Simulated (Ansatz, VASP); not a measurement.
# One calculation of Ti, two programs

```
Ti
1.0
     0.00000    1.96910    2.09090
     1.96910    0.00000    2.09090
     1.96910    1.96910    0.00000
Ti
1
Cartesian
  0.0000 0.0000 0.0000
```

Change from the starting cell: strain -0.030 along x and y, +0.030 along z, atoms carried along.

Alike in both runs: task single point; functional PBEsol; k mesh 20 × 20 × 20; occupations gaussian, width 0.15 eV; no spin polarisation.

```csv
,VASP,Ansatz
version,VASP 6.6.1,Ansatz 0.2.0
potentials or method,"VASP PAW PBE potentials, release 64 (Ti_sv)","scalar-relativistic, plane waves, PAW"
plane-wave cutoff (eV),520,420
valence electrons in the cell,12,12
```

VASP gave:

* gap on the k mesh at the Fermi level (eV): none
* pressure (GPa): 3.1
* largest component of the traceless stress (GPa): 1.28

Question: What did Ansatz give for the same quantities?

Answer: gap on the k mesh at the Fermi level (eV): none; pressure (GPa): 3.4; largest component of the traceless stress (GPa): 1.27.

A gap of «none» marks a metal or a gap that the smearing closes. With one functional, cell and mesh, what is left measures potentials, basis and numerics.

Caveats: the PAW data sets were made with another functional, which shifts forces and pressure a little (VASP).
